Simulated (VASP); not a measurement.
Input of a VASP 6.6.1 run:

Contents of INCAR:

```
SYSTEM = NiO
PREC     = Accurate       ! precision mode
ENCUT    = 600            ! plane-wave cutoff, eV
EDIFF    = 1E-6           ! SCF threshold, eV
ISMEAR   = -1             ! smearing method
SIGMA    = 0.05           ! smearing width, eV
LREAL    = .False.        ! projectors in reciprocal space
LASPH    = .True.         ! aspherical terms in the spheres
NELM     = 120            ! most SCF steps
ALGO     = Fast           ! electronic algorithm
ISIF     = 3              ! what is computed and relaxed
LWAVE    = .False.        ! write WAVECAR
LCHARG   = .False.        ! write CHGCAR
ISPIN    = 2              ! spin polarisation
MAGMOM   = 1 0            ! initial moments
LORBIT   = 11             ! projections on sites
LMAXMIX  = 4              ! l up to which the mixer works
GGA      = PE             ! functional
IVDW     = 12             ! dispersion correction
IBRION   = 2              ! ionic algorithm
NSW      = 40             ! ionic steps
EDIFFG   = -0.005         ! ionic threshold
```

The input KPOINTS:

```
regular mesh
0
Gamma
  11 11 11
  0 0 0
```

Contents of POSCAR:

```
NiO
1.0
    0.0000000000      2.0859016414      2.0859016414
    2.0859016414      0.0000000000      2.0859016414
    2.0859016414      2.0859016414      0.0000000000
Ni O
1 1
Direct
    0.0000000000      0.0000000000      0.0000000000
    0.5000000000      0.5000000000      0.5000000000
```

Potentials or basis: VASP PAW PBE potentials, release 64 (Ni, O).

The run is started by

```console
$ cat potpaw_PBE.64/Ni/POTCAR potpaw_PBE.64/O/POTCAR > POTCAR
$ mpirun -np 1 vasp_std > vasp.out
```

**Question.** Estimate the site moments.

**Answer.** Ni +1.41; O +0.26 μB.

**Question.** What does it give for the relaxed volume?

**Answer.** 9.15 Å³/atom.

Step by step:
```csv
step,energy change (eV),largest force (eV/Å),pressure (GPa),volume (Å³)
1,0.0000,0.0000,1.61,18.15
2,-0.0005,0.0000,-0.94,18.39
3,-0.0008,0.0000,0.00,18.30
```

Caveat: a cell with one magnetic atom can't hold antiferromagnetic order, which such compounds often take; pairwise dispersion overbinds metals, which lowers pressure and volume. Zero-point motion and thermal expansion aren't in these numbers.
